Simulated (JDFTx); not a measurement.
The system is HfO2.

```
Hf O
1.0
     0.00000    2.55750    2.55750
     2.55750    0.00000    2.55750
     2.55750    2.55750    0.00000
Hf O
1 2
Direct
  0.00000 0.00000 0.00000
  0.75000 0.75000 0.75000
  0.25000 0.25000 0.25000
```

Measurements of this composition are mostly on another form, of space group No. 14.

A run of JDFTx 1.7.0 (patched build) on this cell left the log below. Logs are shortened: lines on timing, memory, paths and dates and some standing lists are left out, and cuts for length are marked.

```text
*************** JDFTx 1.7.0 (patched build) ***************

Input parsed successfully to the following command list (including defaults):
[... the input with its defaults ...]

---------- Initializing the Grid ----------
R =
[            0      4.83297      4.83297  ]
[      4.83297            0      4.83297  ]
[      4.83297      4.83297            0  ]
unit cell volume = 225.774
G =
[  -0.650033   0.650033   0.650033  ]
[   0.650033  -0.650033   0.650033  ]
[   0.650033   0.650033  -0.650033  ]
Minimum fftbox size, Smin = [  60  60  60  ]
Chosen fftbox size, S = [  60  60  60  ]

---------- Initializing tighter grid for wavefunction operations ----------
R =
[            0      4.83297      4.83297  ]
[      4.83297            0      4.83297  ]
[      4.83297      4.83297            0  ]
unit cell volume = 225.774
G =
[  -0.650033   0.650033   0.650033  ]
[   0.650033  -0.650033   0.650033  ]
[   0.650033   0.650033  -0.650033  ]
Minimum fftbox size, Smin = [  40  40  40  ]
Chosen fftbox size, S = [  40  40  40  ]

---------- Exchange Correlation functional ----------
Initialized LibXC exchange functional 'Becke 88'
Initialized LibXC correlation functional 'Lee, Yang & Parr'

---------- Setting up pseudopotentials ----------
Width of ionic core gaussian charges (only for fluid interactions / plotting) set to 0

Reading pseudopotential file 'pseudo/Hf.upf':
  'Hf' pseudopotential, 'PBE' functional
  Generated using ONCVPSP code by D. R. Hamann
  12 valence electrons, 4 orbitals, 8 projectors, 1001 radial grid points, with lMax = 3
    5S    l: 0   occupation:  2.0   eigenvalue: -2.462799
    5P    l: 1   occupation:  6.0   eigenvalue: -1.307320
    5D    l: 2   occupation:  2.0   eigenvalue: -0.098817
    6S    l: 0   occupation:  2.0   eigenvalue: -0.187732
  Core radius for overlap checks: 2.38 bohrs.

Reading pseudopotential file 'pseudo/O.upf':
  'O' pseudopotential, 'PBE' functional
  Generated using ONCVPSP code by D. R. Hamann
  6 valence electrons, 2 orbitals, 5 projectors, 936 radial grid points, with lMax = 2
    2S    l: 0   occupation:  2.0   eigenvalue: -0.880572
    2P    l: 1   occupation:  4.0   eigenvalue: -0.331869
  Core radius for overlap checks: 1.39 bohrs.

Initialized 2 species with 3 total atoms.

Folded 50 k-points by 1x1x1 to 50 k-points.

---------- Setting up k-points, bands, fillings ----------
No reducable k-points.
Computing the number of bands and number of electrons
Calculating initial fillings.
nElectrons:  24.000000   nBands: 18   nStates: 50

----- Setting up reduced wavefunction bases (one per k-point) -----
average nbasis = 2931.400 , ideal nbasis = 2935.225

---------- Setting up ewald sum ----------
Optimum gaussian width for ewald sums = 2.051618 bohr.
Real space sum over 1331 unit cells with max indices [  5  5  5  ]
Reciprocal space sum over 3375 terms with max indices [  7  7  7  ]

---------- Allocating electronic variables ----------
Reading n from file 'run.n' ... done
Initializing wave functions:  linear combination of atomic orbitals

----------- Band structure minimization -------------
Minimization will be done independently for each quantum number.

---- Minimization of quantum number:     0  [ +0.0000000 +0.0000000 +0.0000000 ]  0.040000000 ----
BandDavidson: Iter:   0  Eband: +0.098652834835264
BandDavidson: Iter:   1  Eband: +0.094032530108185  dEband: -4.620305e-03
BandDavidson: Iter:   2  Eband: +0.093271323514290  dEband: -7.612066e-04
BandDavidson: Iter:   3  Eband: +0.093172150698379  dEband: -9.917282e-05
[... 630 lines of inner loops ...]
BandDavidson: Iter:   7  Eband: +0.096457886289129  dEband: -2.364064e-06
BandDavidson: Iter:   8  Eband: +0.096457160669501  dEband: -7.256196e-07
BandDavidson: Converged (dEband<1.000000e-06)
	FillingsUpdate:  mu: +0.542902228  nElectrons: 24.000000

Dumping 'bands.eigStats' ...
	eMin: -1.801212 at state 0 ( [ +0.000000 +0.000000 +0.000000 ] spin 0 )
	HOMO: +0.451821 at state 7 ( [ +0.500000 +0.000000 +0.500000 ] spin 0 )
	mu  : +0.542902
	LUMO: +0.592332 at state 7 ( [ +0.500000 +0.000000 +0.500000 ] spin 0 )
	eMax: +0.947041 at state 8 ( [ +0.500000 +0.083333 -0.416667 ] spin 0 )
	HOMO-LUMO gap: +0.140511
	Optical gap  : +0.140511 at state 7 ( [ +0.500000 +0.000000 +0.500000 ] spin 0 )
Done!
[note: mu, HOMO and LUMO in a band run belong to the points of the path alone and aren't those of the crystal]
```

Write the input and the command behind it.

Band structure with BLYP, no spin polarisation. The files as run (others can give the same):

bands.in
```
lattice \
    0.0000000000     4.8329745637     4.8329745637 \
    4.8329745637     0.0000000000     4.8329745637 \
    4.8329745637     4.8329745637     0.0000000000
coords-type Cartesian
ion Hf     0.0000000000     0.0000000000     0.0000000000 1
ion O      7.2494618456     7.2494618456     7.2494618456 1
ion O      2.4164872819     2.4164872819     2.4164872819 1

ion-species pseudo/Hf.upf
ion-species pseudo/O.upf
elec-cutoff 42 336
elec-ex-corr gga-x-b88 gga-c-lyp
elec-smearing Fermi 0.0018374661
elec-n-bands 18
electronic-minimize nIterations 30 energyDiffThreshold 1e-06
davidson-band-ratio 1.3
forces-output-coords Cartesian
include path.kpoints
symmetries none
fix-electron-density run.$VAR

dump-name bands.$VAR
dump End Ecomponents EigStats BandEigs Kpoints Forces
```

path.kpoints
```
kpoint +0.0000000000 +0.0000000000 +0.0000000000 0.020000000000
kpoint +0.0714285714 +0.0000000000 +0.0714285714 0.020000000000
kpoint +0.1428571429 +0.0000000000 +0.1428571429 0.020000000000
kpoint +0.2142857143 +0.0000000000 +0.2142857143 0.020000000000
kpoint +0.2857142857 +0.0000000000 +0.2857142857 0.020000000000
kpoint +0.3571428571 +0.0000000000 +0.3571428571 0.020000000000
kpoint +0.4285714286 +0.0000000000 +0.4285714286 0.020000000000
kpoint +0.5000000000 +0.0000000000 +0.5000000000 0.020000000000
kpoint +0.5000000000 +0.0833333333 +0.5833333333 0.020000000000
kpoint +0.5000000000 +0.1666666667 +0.6666666667 0.020000000000
kpoint +0.5000000000 +0.2500000000 +0.7500000000 0.020000000000
kpoint +0.4375000000 +0.3125000000 +0.7500000000 0.020000000000
kpoint +0.3750000000 +0.3750000000 +0.7500000000 0.020000000000
kpoint +0.3281250000 +0.3281250000 +0.6562500000 0.020000000000
kpoint +0.2812500000 +0.2812500000 +0.5625000000 0.020000000000
kpoint +0.2343750000 +0.2343750000 +0.4687500000 0.020000000000
kpoint +0.1875000000 +0.1875000000 +0.3750000000 0.020000000000
kpoint +0.1406250000 +0.1406250000 +0.2812500000 0.020000000000
kpoint +0.0937500000 +0.0937500000 +0.1875000000 0.020000000000
kpoint +0.0468750000 +0.0468750000 +0.0937500000 0.020000000000
kpoint +0.0000000000 +0.0000000000 +0.0000000000 0.020000000000
kpoint +0.0833333333 +0.0833333333 +0.0833333333 0.020000000000
kpoint +0.1666666667 +0.1666666667 +0.1666666667 0.020000000000
kpoint +0.2500000000 +0.2500000000 +0.2500000000 0.020000000000
kpoint +0.3333333333 +0.3333333333 +0.3333333333 0.020000000000
kpoint +0.4166666667 +0.4166666667 +0.4166666667 0.020000000000
kpoint +0.5000000000 +0.5000000000 +0.5000000000 0.020000000000
kpoint +0.5250000000 +0.4500000000 +0.5250000000 0.020000000000
kpoint +0.5500000000 +0.4000000000 +0.5500000000 0.020000000000
kpoint +0.5750000000 +0.3500000000 +0.5750000000 0.020000000000
kpoint +0.6000000000 +0.3000000000 +0.6000000000 0.020000000000
kpoint +0.6250000000 +0.2500000000 +0.6250000000 0.020000000000
kpoint +0.5625000000 +0.2500000000 +0.6875000000 0.020000000000
kpoint +0.5000000000 +0.2500000000 +0.7500000000 0.020000000000
kpoint +0.5000000000 +0.2916666667 +0.7083333333 0.020000000000
kpoint +0.5000000000 +0.3333333333 +0.6666666667 0.020000000000
kpoint +0.5000000000 +0.3750000000 +0.6250000000 0.020000000000
kpoint +0.5000000000 +0.4166666667 +0.5833333333 0.020000000000
kpoint +0.5000000000 +0.4583333333 +0.5416666667 0.020000000000
kpoint +0.5000000000 +0.5000000000 +0.5000000000 0.020000000000
kpoint +0.4791666667 +0.4791666667 +0.5416666667 0.020000000000
kpoint +0.4583333333 +0.4583333333 +0.5833333333 0.020000000000
kpoint +0.4375000000 +0.4375000000 +0.6250000000 0.020000000000
kpoint +0.4166666667 +0.4166666667 +0.6666666667 0.020000000000
kpoint +0.3958333333 +0.3958333333 +0.7083333333 0.020000000000
kpoint +0.3750000000 +0.3750000000 +0.7500000000 0.020000000000
kpoint +0.6250000000 +0.2500000000 +0.6250000000 0.020000000000
kpoint +0.5833333333 +0.1666666667 +0.5833333333 0.020000000000
kpoint +0.5416666667 +0.0833333333 +0.5416666667 0.020000000000
kpoint +0.5000000000 +0.0000000000 +0.5000000000 0.020000000000
```

Potentials or basis: PseudoDojo-SR-PBE-0.5-standard.
Run with:
```bash
$ jdftx -c 1 -i bands.in -o bands.out
```

Caveat: spin-orbit coupling is left out, which moves the levels of the heavy elements.
